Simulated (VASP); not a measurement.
Input of a VASP 6.6.1 run:

File INCAR:

```
PREC = Accurate
ENCUT = 600
EDIFF = 1E-7
ISMEAR = 1
SIGMA = 0.1
LREAL = False
LASPH = True
NELM = 80
ALGO = Normal
ISIF = 4
LWAVE = False
LCHARG = False
GGA = PE
IVDW = 12
IBRION = 2
NSW = 40
EDIFFG = -0.01
```

KPOINTS

```
Automatic mesh
0
Gamma
  15 15 8
```

POSCAR

```
Ti                                      
1.0
    2.8275863274      0.0000000000      0.0000000000
   -1.4137931637      2.4487615910      0.0000000000
   -0.0000000000     -0.0000000000      4.4677197613
  Ti            
     2
Direct
     0.3333333332999970    0.6666666667000030    0.2500000000000000
     0.6666666667000030    0.3333333332999970    0.7500000000000000
```

Potentials or basis: VASP PAW PBE potentials, release 64 (Ti_sv).

Launch:

```bash
$ cat potpaw_PBE.64/Ti_sv/POTCAR > POTCAR
$ mpirun -np 1 vasp_std > vasp.out
```

**Question.** Estimate the dispersion energy per atom.

**Answer.** -0.679 eV.

**Question.** Estimate the band gap on the k mesh.

**Answer.** None (metal or under the smearing width).

Stress tensor (GPa, compression positive):
```
8.19 0.00 0.00
0.00 8.19 0.00
0.00 0.00 8.33
```

Caveat: the relaxation stopped at its first step, so nothing moved; pairwise dispersion overbinds metals, which lowers pressure and volume.
